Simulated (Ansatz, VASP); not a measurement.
**One calculation of Bi, two programs**

The input INCAR:

```
ALGO = Fast
EDIFF = 1E-6
ENCUT = 520
GGA = CA
ISIF = 2
ISMEAR = -1
LASPH = True
LCHARG = True
LELF = True
LREAL = False
LVHAR = True
LWAVE = False
NBANDS = 22
NELM = 100
PREC = Accurate
SIGMA = 0.05
```

Contents of KPOINTS:

```
k-points
0
Gamma
  6 6 9
```

The input POSCAR:

```
Bi
1.0
    3.4173821397     -3.0686298933      0.0000000000
    3.4173821397      3.0686298933      0.0000000000
   -1.2345086997      0.0000000000      3.0499903288
Bi
2
Direct
    0.7530610000      0.7530610000      0.8573820000
    0.2469390000      0.2469390000      0.1426180000
```

File input.yaml:

```yaml
crystal:
  lattice:
    - [3.4173821397, -3.0686298933, 0.0]
    - [3.4173821397, 3.0686298933, 0.0]
    - [-1.2345086997, 0.0, 3.0499903288]
  atoms:
    - { symbol: Bi, position: [0.753061, 0.753061, 0.857382] }
    - { symbol: Bi, position: [0.246939, 0.246939, 0.142618] }
kpoints:
  mp_grid: { grid: [6, 6, 9] }
scf:
  occupations: { method: fermi_dirac, width: 0.05 }
hamiltonian:
  xc: lda
  pseudopotentials: { kind: all_electron, lapw: { basis_error: 0.001 } }
output:
  forces: true
  stress: true
  eigenvalues: true
```

Change from the starting cell: volume scaled by 0.94.

Alike in both runs: task single point; functional LDA; k mesh 6 × 6 × 9; occupations fermi-dirac, width 0.05 eV; no spin polarisation.

|  | VASP | Ansatz |
| --- | --- | --- |
| version | VASP 6.6.1 | Ansatz 0.2.0 |
| potentials or method | VASP PAW LDA potentials, release 64 (Bi_d) | all-electron LAPW, scalar-relativistic |
| plane-wave cutoff (eV) | 520 | see its input |

```csv
,VASP,Ansatz,Ansatz less VASP
gap on the k mesh at the Fermi level (eV),none,none,-
pressure (GPa),-0.6,-0.6,-0.06
largest component of the traceless stress (GPa),0.73,0.73,+0.005
```

A gap of «none» marks a metal or a gap that the smearing closes. Ansatz ran all-electron here, so the differences hold the error of VASP's frozen core and of both bases.

Caveats: spin-orbit coupling is left out, which moves the levels of the heavy elements.
